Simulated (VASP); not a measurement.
Write the native input for VASP 6.6.1 that does the following.

- Task: single point
- Functional: LDA
- Potentials or basis: VASP PAW LDA potentials, release 64 (Pt, S)
- Cutoff: 520 eV
- k mesh: 6 × 6 × 4
- Occupations: gaussian, width 0.05 eV
- Spin: collinear spin, random start
- Starting moments: [0.12, 0.0, 0.0] μB
- Hubbard terms: Pt d U = 5 eV
- Further INCAR settings: ALGO = Normal; EDIFF = 1e-07

The structure of PtS2 lies in POSCAR:

```
PtS2
1.0
    3.1165126000     -1.9104842100      0.0000000000
    3.1165126000      1.9104842100      0.0000000000
   -0.0030682400      0.0000000000      4.3949362900
Pt S
1 2
Direct
    0.0000000000      0.0000000000      0.0000000000
    0.6879000000      0.6879000000      0.2889000000
    0.3121000000      0.3121000000      0.7111000000
```

The cell was built by a generator and isn't the measured one.

These files were run (other wordings do the same):

INCAR

```
PREC = Accurate
ENCUT = 520
EDIFF = 1E-7
ISMEAR = 0
SIGMA = 0.05
LREAL = F
LASPH = T
NELM = 100
ALGO = Normal
ISIF = 2
LWAVE = F
LCHARG = F
ISPIN = 2
MAGMOM = 0.12 0 0
LORBIT = 11
LMAXMIX = 4
LDAU = T
LDAUTYPE = 2
LDAUL = 2 -1
LDAUU = 5 0
LDAUJ = 0 0
LDAUPRINT = 1
GGA = CA
```

KPOINTS

```
regular mesh
0
Gamma
  6 6 4
```

Potentials or basis: VASP PAW LDA potentials, release 64 (Pt, S).

The run is started by

```console
$ cat potpaw_LDA.64/Pt/POTCAR potpaw_LDA.64/S/POTCAR > POTCAR
$ mpirun -np 1 vasp_std > vasp.out
```

Results of the run:

```yaml
Pressure: -14.8 GPa
Largest_force: 1.386 eV/Å
Band_gap_on_the_k_mesh: none (metal or under the smearing width)
Net_moment: 0.00 μB per cell
Valence_electrons_inside_the_program's_atomic_spheres: Pt 9.59; S 3.54
```

Caveat: forces of over 1 eV/Å show positions far from the minimum, so gaps and moduli don't describe the material at rest.

Run time: 60 s on 1 thread of Intel(R) Xeon(R) Platinum 8259CL CPU @ 2.50GHz (Skylake/Cascade Lake) (shared host), peak memory 0.2 GiB.
